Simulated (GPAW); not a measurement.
The system is Au.

```xyz
1
Lattice="0.0000 2.0350 2.0350 2.0350 0.0000 2.0350 2.0350 2.0350 0.0000" Properties=species:S:1:pos:R:3 pbc="T T T"
Au    0.0000    0.0000    0.0000
```

```yaml
Program: GPAW 26.7.0
Task: relaxation of cell and atoms
Functional: PBE
Dispersion: D3(BJ)
Potentials_or_basis: GPAW PAW data sets (gpaw-data 1.2.1)
Cutoff: 600 eV
Basis: pw
k_mesh: 11 × 11 × 11
Occupations: fermi-dirac, width 0.05 eV
Spin: no spin polarisation
```

At the start: pressure 6.7 GPa; volume 16.85 Å³/atom.

Task: How do energy, volume and symmetry change on relaxing?

Result: Over 3 steps the energy falls by 13.1 meV/atom and the volume is 17.48 Å³/atom (+3.7 %); space group Fm-3m (No. 225, to 0.05 Å).

The path:
```tsv
step	energy change (eV)	largest force (eV/Å)	pressure (GPa)	volume (Å³)
1	0.0000	0.0000	6.67	16.85
2	-0.0126	0.0000	1.13	17.37
3	-0.0131	0.0000	0.08	17.48
```

Final structure:
```cif
data_structure
_symmetry_space_group_name_H-M 'P 1'
_symmetry_Int_Tables_number 1
_cell_length_a 2.9131
_cell_length_b 2.9131
_cell_length_c 2.9131
_cell_angle_alpha 60.000
_cell_angle_beta 60.000
_cell_angle_gamma 60.000
_cell_volume 17.48
loop_
_atom_site_label
_atom_site_type_symbol
_atom_site_fract_x
_atom_site_fract_y
_atom_site_fract_z
_atom_site_occupancy
Au1 Au 0.00000 0.00000 0.00000 1
```

Caveat: with this Au data set, volumes or pressures lay over 1.5 % or 2 GPa off other programs in two to four cells of ten; later steps reuse the first step's grids; pairwise dispersion overbinds metals, which lowers pressure and volume.
